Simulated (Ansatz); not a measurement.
Molecular dynamics on a 2×2×2 supercell (32 atoms) of ZnSnN₂ (ordering on rocksalt), relaxed with r2SCAN. Forces come from PBE in Ansatz: a Langevin thermostat at fixed volume, 600 K, steps of 1 fs. Spin polarisation is off, nuclei are classical, and the run is far too short for thermal averages. The structure comes from a prototype and may be hypothetical.

```yaml
crystal:
  lattice:
    - [6.4131212297, 0.0, 0.0]
    - [0.0, 6.4131212297, 0.0]
    - [0.0, 0.0, 8.6284541642]
  atoms:
    - { symbol: Zn, position: [0.0, 0.0, 0.0] }
    - { symbol: "N", position: [0.0, 0.0, 0.25] }
    - { symbol: Sn, position: [0.25, 0.25, 0.25] }
    - { symbol: "N", position: [0.25, 0.25, 0.0] }
    - { symbol: Zn, position: [0.0, 0.0, 0.5] }
    - { symbol: "N", position: [0.0, 0.0, 0.75] }
    - { symbol: Sn, position: [0.25, 0.25, 0.75] }
    - { symbol: "N", position: [0.25, 0.25, 0.5] }
    - { symbol: Zn, position: [0.0, 0.5, 0.0] }
    - { symbol: "N", position: [0.0, 0.5, 0.25] }
    - { symbol: Sn, position: [0.25, 0.75, 0.25] }
    - { symbol: "N", position: [0.25, 0.75, 0.0] }
    - { symbol: Zn, position: [0.0, 0.5, 0.5] }
    - { symbol: "N", position: [0.0, 0.5, 0.75] }
    - { symbol: Sn, position: [0.25, 0.75, 0.75] }
    - { symbol: "N", position: [0.25, 0.75, 0.5] }
    - { symbol: Zn, position: [0.5, 0.0, 0.0] }
    - { symbol: "N", position: [0.5, 0.0, 0.25] }
    - { symbol: Sn, position: [0.75, 0.25, 0.25] }
    - { symbol: "N", position: [0.75, 0.25, 0.0] }
    - { symbol: Zn, position: [0.5, 0.0, 0.5] }
    - { symbol: "N", position: [0.5, 0.0, 0.75] }
    - { symbol: Sn, position: [0.75, 0.25, 0.75] }
    - { symbol: "N", position: [0.75, 0.25, 0.5] }
    - { symbol: Zn, position: [0.5, 0.5, 0.0] }
    - { symbol: "N", position: [0.5, 0.5, 0.25] }
    - { symbol: Sn, position: [0.75, 0.75, 0.25] }
    - { symbol: "N", position: [0.75, 0.75, 0.0] }
    - { symbol: Zn, position: [0.5, 0.5, 0.5] }
    - { symbol: "N", position: [0.5, 0.5, 0.75] }
    - { symbol: Sn, position: [0.75, 0.75, 0.75] }
    - { symbol: "N", position: [0.75, 0.75, 0.5] }
kpoints:
  mp_grid: { grid: [2, 2, 2] }
hamiltonian:
  xc: pbe
scf:
  occupations: { method: fermi_dirac, width: 0.052 }
md:
  ensemble: nvt_langevin
  temperature: 600
  timestep: 1.0
  n_steps: 40
  initial_velocities: maxwell_boltzmann
  seed: 7993
```

Run as `ansatz run input.yaml --threads 4 --pin off --max-ram 3686MiB --backend cpu --events-out ev --progress --plain --runs-dir out`. It ended after 7.6 min on 4 threads of Arm Neoverse N1, on a shared host; peak host memory 2 GiB.

```
step  t (fs)  T (K)  free energy F from step 0 (meV/atom)  kinetic energy (meV/atom)  largest force (eV/Å)
   0       0    581                                   0.0                       75.1                  0.00
   1       1    562                                   0.3                       72.6                  0.25
   2       2    586                                   1.1                       75.7                  0.49
   3       3    559                                   2.5                       72.3                  0.72
   4       4    543                                   4.3                       70.2                  0.93
   5       5    499                                   6.5                       64.5                  1.11
   6       6    494                                   8.9                       63.8                  1.28
   7       7    491                                  11.6                       63.5                  1.42
   8       8    458                                  14.6                       59.2                  1.54
   9       9    399                                  17.7                       51.6                  1.64
  10      10    392                                  20.7                       50.7                  1.73
  11      11    374                                  23.9                       48.4                  1.80
  12      12    354                                  26.9                       45.8                  1.86
  13      13    353                                  29.8                       45.6                  1.91
  14      14    320                                  32.5                       41.3                  1.92
  15      15    301                                  34.7                       38.9                  1.90
  16      16    294                                  36.5                       38.0                  1.88
  17      17    313                                  38.0                       40.5                  1.85
  18      18    300                                  39.1                       38.8                  1.80
  19      19    311                                  39.8                       40.2                  1.74
  20      20    304                                  40.2                       39.3                  1.74
  21      21    318                                  40.2                       41.1                  1.73
  22      22    326                                  39.9                       42.2                  1.71
  23      23    305                                  39.4                       39.4                  1.68
  24      24    309                                  38.9                       39.9                  1.72
  25      25    328                                  38.4                       42.4                  1.81
  26      26    344                                  37.9                       44.5                  1.90
  27      27    338                                  37.5                       43.6                  1.99
  28      28    368                                  36.9                       47.6                  2.06
  29      29    390                                  36.4                       50.4                  2.12
  30      30    396                                  36.0                       51.2                  2.16
  31      31    427                                  35.7                       55.2                  2.19
  32      32    409                                  35.6                       52.8                  2.21
  33      33    417                                  35.6                       54.0                  2.21
```

The temperature starts at 581 K, is lowest at step 16 (294 K, 16 fs) and ends at 417 K. The thermostat hasn't had time to restore it. The atoms start on their lattice sites with kinetic energy alone, so much of it first passes into potential energy. By the last step the atoms have moved 0.14 Å in the root mean square, the drift of the whole cell taken out, 0.33 Å at most. The job's limit cut the run after 33 of 40 steps.

Positions (Å) and forces (eV/Å) at step 33:
```
Zn   0.026  -0.033  -0.006    -0.111   0.458   0.333
N   -0.054  -0.002   2.137     0.098  -0.132  -0.195
Sn   1.686   1.650   2.161    -1.427  -0.493  -1.610
N    1.522   1.633  -0.059     0.027  -0.655   0.651
Zn   0.049  -0.070   4.384    -0.707  -0.527  -0.774
N   -0.100   0.016   6.465     0.509   0.241   0.160
Sn   1.539   1.606   6.438    -0.113   0.391   0.241
N    1.367   1.421   4.186     0.484   0.527   1.361
Zn  -0.003   3.236  -0.072     0.213  -0.287   0.360
N   -0.036   3.228   2.074     0.415  -0.194   0.482
Sn   1.621   4.783   2.175    -0.720   0.702  -0.741
N    1.702   4.692  -0.035    -0.319   0.601   0.212
Zn   0.057   3.114   4.326    -0.629   0.392  -0.642
N   -0.032   3.209   6.322     0.202  -0.031   0.955
Sn   1.650   4.840   6.454    -0.589  -0.545   0.205
N    1.770   4.676   4.295    -0.746   0.041  -0.062
Zn   3.124   0.141  -0.043     0.261  -0.321   0.224
N    3.121  -0.019   2.101     0.539   0.414  -0.095
Sn   4.797   1.602   2.204     0.985  -0.548  -0.721
N    4.792   1.657  -0.016    -0.525   0.207   0.069
Zn   3.152   0.029   4.186     0.567  -0.468   0.952
N    3.046   0.034   6.327     0.856   0.595   0.527
Sn   4.701   1.616   6.463     0.425  -0.028  -0.280
N    4.611   1.899   4.287    -0.099  -0.608   0.276
Zn   3.289   3.315   0.085    -0.156  -0.319  -1.155
N    3.232   3.274   2.111    -0.323  -0.580   0.202
Sn   4.854   4.761   2.207     0.124   1.045   0.049
N    4.880   4.903  -0.033     0.004  -0.094   0.808
Zn   3.083   3.176   4.348     0.760   0.379   0.029
N    3.183   3.287   6.474     0.040  -0.713   0.276
Sn   4.835   4.806   6.551    -0.399  -0.017  -1.897
N    4.863   4.988   4.352     0.356   0.566  -0.198
```
